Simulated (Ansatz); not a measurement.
**N started in the widest void in wurtzite AlN, 97 atoms, charge −2**

All numbers come from Ansatz (PAW, plane waves, no spin–orbit coupling) at the single k point (¼, ¼, ¼) without its symmetry partners. The atoms were relaxed with PBEsol in a fixed cell; other functionals are single points on those atoms unless said otherwise. The valence top and gap of the host come from its small cell on a dense mesh, with the band extrema sought between the mesh points, lined up by the mean potential, PBEsol gap 4.09 eV, HSE06 gap 5.54 eV. The charge correction uses an assumed dielectric constant of 8.5.

Relaxed structure:

```
Al N
1.0
     9.34145    0.00000    0.00000
     0.00000   10.78657    0.00000
     0.00000    0.00000    9.96706
Al N
48 49
Direct
  0.16722 0.08264 0.25044
  0.16683 0.07587 0.74938
  0.99888 0.33428 0.24955
  0.01268 0.32398 0.75413
  0.50105 0.08344 0.24963
  0.49776 0.08932 0.74801
  0.33612 0.33446 0.25133
  0.32037 0.32672 0.75471
  0.16731 0.58397 0.24816
  0.16456 0.58137 0.74560
  0.00038 0.83223 0.24812
  0.99600 0.83085 0.74638
  0.83307 0.08336 0.24933
  0.83360 0.08890 0.74734
  0.66730 0.33296 0.24456
  0.66387 0.34482 0.74013
  0.50191 0.58275 0.24696
  0.50796 0.57884 0.74200
  0.33412 0.83213 0.24893
  0.33564 0.83072 0.74730
  0.83459 0.58364 0.24237
  0.81868 0.57919 0.73826
  0.66731 0.83122 0.24939
  0.66403 0.85107 0.75377
  0.00041 0.16801 0.49859
  0.00100 0.16511 0.00130
  0.33450 0.16848 0.49906
  0.33197 0.16547 0.00189
  0.16841 0.41550 0.49803
  0.16645 0.41698 0.00266
  0.00106 0.66596 0.49608
  0.99826 0.66532 0.99303
  0.66727 0.16660 0.49739
  0.66645 0.16870 0.99529
  0.51352 0.42007 0.51096
  0.49883 0.41624 0.99352
  0.33559 0.66541 0.49835
  0.33432 0.66515 0.99534
  0.16763 0.91607 0.49898
  0.16650 0.91399 0.99849
  0.82765 0.42078 0.50396
  0.83350 0.41606 0.99152
  0.67146 0.65775 0.50951
  0.66593 0.66854 0.99152
  0.50210 0.91524 0.49905
  0.49878 0.91870 0.00059
  0.83258 0.91542 0.49853
  0.83413 0.91867 0.99983
  0.00067 0.16580 0.19128
  0.00538 0.16109 0.68953
  0.33352 0.16613 0.19190
  0.32741 0.16321 0.69016
  0.16741 0.41708 0.19218
  0.16495 0.41520 0.68888
  0.00226 0.66733 0.18366
  0.99504 0.66432 0.68701
  0.66707 0.16513 0.18589
  0.66534 0.17023 0.68838
  0.50040 0.41649 0.18532
  0.47490 0.40611 0.70047
  0.33398 0.66645 0.18690
  0.33334 0.66465 0.68872
  0.16733 0.91597 0.18951
  0.16611 0.91110 0.68963
  0.83420 0.41621 0.18349
  0.85538 0.39870 0.69892
  0.66705 0.66705 0.18368
  0.65858 0.69473 0.70030
  0.49980 0.91676 0.19088
  0.49520 0.92476 0.68967
  0.83450 0.91678 0.19026
  0.83462 0.92302 0.68953
  0.16758 0.08298 0.44028
  0.16662 0.08046 0.94104
  0.99952 0.33397 0.43891
  0.00412 0.33025 0.94390
  0.50030 0.08224 0.43967
  0.49858 0.08492 0.93966
  0.33799 0.33458 0.44079
  0.32856 0.33038 0.94500
  0.16863 0.58346 0.43880
  0.16629 0.58215 0.93751
  0.00137 0.83390 0.43890
  0.99878 0.83329 0.93791
  0.83431 0.08233 0.43959
  0.83411 0.08496 0.93901
  0.66846 0.32726 0.43112
  0.66574 0.33424 0.93561
  0.49948 0.58468 0.43588
  0.50010 0.58283 0.93638
  0.33397 0.83303 0.43956
  0.33409 0.83293 0.93910
  0.84132 0.58646 0.42803
  0.83140 0.58291 0.93385
  0.66770 0.83067 0.43952
  0.66632 0.83996 0.94388
  0.68365 0.49854 0.62199
```

Chemical potentials μ are those of reference phases of the elements at zero temperature by the same functional (the usual solids, diamond for C, grey Sn, and the molecules H2, N2, O2, F2, Cl2, Br2 and S8).

```csv
functional,E(defect) − E(host) − Σ nμ + q·E_VBM (eV),monopole (eV),alignment (eV),formation energy at E_F = VBM (eV),moment (μB),"wall time, shared host"
PBEsol,10.78,0.95,-0.19,11.54,1.0,41 s on NVIDIA H100 (relaxation)
```

Q: Estimate the formation energy and moment that HSE06 gives on these atoms.

A: 13.88 eV at E_F = VBM (13.10 eV before the monopole term 0.95 eV and the alignment -0.17 eV), moment 1.0 μB.

HSE06 one-electron levels near the gap (the ten most localised at most), from the host's valence top, not corrected for the charge's images:

| level (eV) | spin | filling | atoms sharing it | element of the atom with most weight |
| --- | --- | --- | --- | --- |
| -0.26 | down | 1.00 | 19.3 | N |
| -0.23 | up | 1.00 | 24.6 | N |
| -0.08 | up | 1.00 | 26.6 | N |
| -0.02 | down | 1.00 | 20.3 | N |
| 0.98 | up | 1.00 | 7.2 | N |
| 1.25 | down | 1.00 | 6.7 | N |
| 1.31 | up | 1.00 | 5.8 | N |
| 1.49 | up | 1.00 | 4.9 | N |
| 1.55 | down | 1.00 | 5.7 | N |
| 4.14 | down | 0.00 | 4.4 | N |

All elements are taken at their own reference at once; growth conditions in equilibrium with the host shift these energies, by up to the host's formation enthalpy.

One k point and a cell of this size can leave errors of several tenths of an eV in such numbers.
